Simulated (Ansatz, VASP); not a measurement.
CdTe in VASP and in Ansatz

Contents of INCAR:

```
SYSTEM = CdTe
ALGO = Normal
EDIFF = 1E-6
EDIFFG = -0.005
ENCUT = 600
GGA = PE
IBRION = 2
ISIF = 3
ISMEAR = -1
LASPH = .True.
LCHARG = .False.
LREAL = .False.
LWAVE = .False.
NELM = 80
NSW = 100
PREC = Accurate
SIGMA = 0.05
```

The input KPOINTS:

```
k-points
0
Gamma
  12 12 12
  0 0 0
```

The input POSCAR:

```
CdTe
1.0
    0.0000000000      2.8981565879      2.8981565879
    2.8981565879      0.0000000000      2.8981565879
    2.8981565879      2.8981565879      0.0000000000
Cd Te
1 1
Direct
    0.0000000000      0.0000000000      0.0000000000
    0.5000000000      0.5000000000      0.5000000000
```

Input for Ansatz:

```yaml
crystal:
  lattice:
    - [0.0, 2.8981565879, 2.8981565879]
    - [2.8981565879, 0.0, 2.8981565879]
    - [2.8981565879, 2.8981565879, 0.0]
  atoms:
    - { symbol: Cd, position: [0.0, 0.0, 0.0] }
    - { symbol: Te, position: [0.5, 0.5, 0.5] }
kpoints:
  mp_grid: { grid: [12, 12, 12] }
scf:
  occupations: { method: fermi_dirac, width: 0.05 }
hamiltonian:
  xc: pbe
  pseudopotentials: { kind: paw }
output:
  forces: true
  stress: true
relax:
  f_tol: 0.005
  max_steps: 80
  cell: {}
```

Alike in both runs: task relaxation of cell and atoms; functional PBE; k mesh 12 × 12 × 12; occupations fermi-dirac, width 0.05 eV; no spin polarisation.

```csv
,VASP,Ansatz
version,VASP 6.6.1,Ansatz 0.2.0
potentials or method,"VASP PAW PBE potentials, release 64 (Cd, Te)","PAW with Ansatz's default frozen-core files, scalar-relativistic"
plane-wave cutoff (eV),600,420
valence electrons in the cell,18,36
```

|  | VASP | Ansatz | Ansatz less VASP |
| --- | --- | --- | --- |
| relaxed volume (Å³/atom) | 28.80 | 28.71 | -0.096 |
| relaxed cell length with the largest relative difference (Å) | 4.335 | 4.330 | -0.0048 |
| energy change over the relaxation (meV/atom) | -139 | -133 | +5.4 |

The two sets of potentials don't hold the same shells in valence.

Caveats: the volume moved by over 15 % at a fixed basis, so the end points are rough (VASP). Spin-orbit coupling is left out, which matters for the levels of Te.
